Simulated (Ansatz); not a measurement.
# AlCu₃ (Pm-3m)

All numbers below come from DFT r2SCAN, scalar-relativistic, plane waves, PAW (Ansatz).

Cutoff 500 eV; k points 12×12×12 on the computed 4-atom cell (Γ-centred); Gaussian smearing, width 0.10 eV; no spin polarisation.

The structure is relaxed at this level of theory with its symmetry kept. Whether it is the stable form of this composition wasn't checked.

It takes space group Pm-3m (No. 221, cubic). The conventional cell has a = 3.642 Å, b = 3.642 Å, c = 3.642 Å, α = 90.00°, β = 90.00°, γ = 90.00°. Al (site symmetry m-3m) is surrounded by 12 Cu at 2.58 Å. Cu (site symmetry 4/mmm) is surrounded by 4 Al at 2.58 Å and 8 Cu at 2.58 Å.

```json
{
  "Volume per atom": "12.08 Å³",
  "Formation energy from the elements' standard states (uncorrected)": "-0.190 eV/atom",
  "Generalised Kohn–Sham band gap": "none (metal)",
  "Density of states at the Fermi level": "1.16 states/eV per cell",
  "Löwdin character within 0.5 eV of the Fermi level": "Al 3p 43 %, Cu 3d 25 %, Cu 4s 14 %, unprojected 12 %",
  "Bulk modulus": "151 GPa",
  "Its pressure derivative": "4.7",
  "Bader charges (e)": "Al (1 in the cell) 1.61, Cu (3 in the cell) -0.54"
}
```